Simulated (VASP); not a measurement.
Wanted: the native input for a VASP 6.6.1 run.

- Task: single point
- Functional: PBE
- Potentials or basis: VASP PAW PBE potentials, release 64 (Li_sv, F)
- Cutoff: 520 eV
- k mesh: 10 × 10 × 10
- Occupations: gaussian, width 0.05 eV
- Spin: no spin polarisation
- Dipole correction: no
- Further INCAR settings: ALGO = Fast; EDIFF = 1e-06; NBANDS = 12

The structure of LiF lies in POSCAR:

```
LiF
1.0
    0.0000000000      2.0140000000      2.0140000000
    2.0140000000      0.0000000000      2.0140000000
    2.0140000000      2.0140000000      0.0000000000
Li F
1 1
Direct
    0.0000000000      0.0000000000      0.0000000000
    0.6241310824      0.6241310824      0.3758689176
```

Measurements of this composition are mostly on another form, of space group No. 225.

The cell isn't the ideal one: all F atoms moved -0.500 Å, as atom 2 towards its neighbour atom 1 (Li) at 2.014 Å.

The input as run:

INCAR

```
  PREC = Accurate
  ENCUT = 520
  EDIFF = 1E-6
  ISMEAR = 0
  SIGMA = 0.05
  LREAL = F
  LASPH = T
  NELM = 100
  ALGO = Fast
  ISIF = 2
  LWAVE = F
  LCHARG = F
  GGA = PE
  NBANDS = 12
```

KPOINTS

```
regular mesh
0
Gamma
  10 10 10
```

Potentials or basis: VASP PAW PBE potentials, release 64 (Li_sv, F).

Command:

```console
$ cat potpaw_PBE.64/Li_sv/POTCAR potpaw_PBE.64/F/POTCAR > POTCAR
$ mpirun -np 1 vasp_std > vasp.out
```

Results of the run:

```json
{"Largest force": "3.667 eV/Å", "Band gap on the k mesh": "8.73 eV, direct"}
```

Caveat: forces of over 1 eV/Å show positions far from the minimum, so gaps and moduli don't describe the material at rest.

It took 14 s on 1 thread of Intel(R) Xeon(R) Platinum 8488C (Sapphire Rapids) (shared host), peak memory 0.13 GiB.
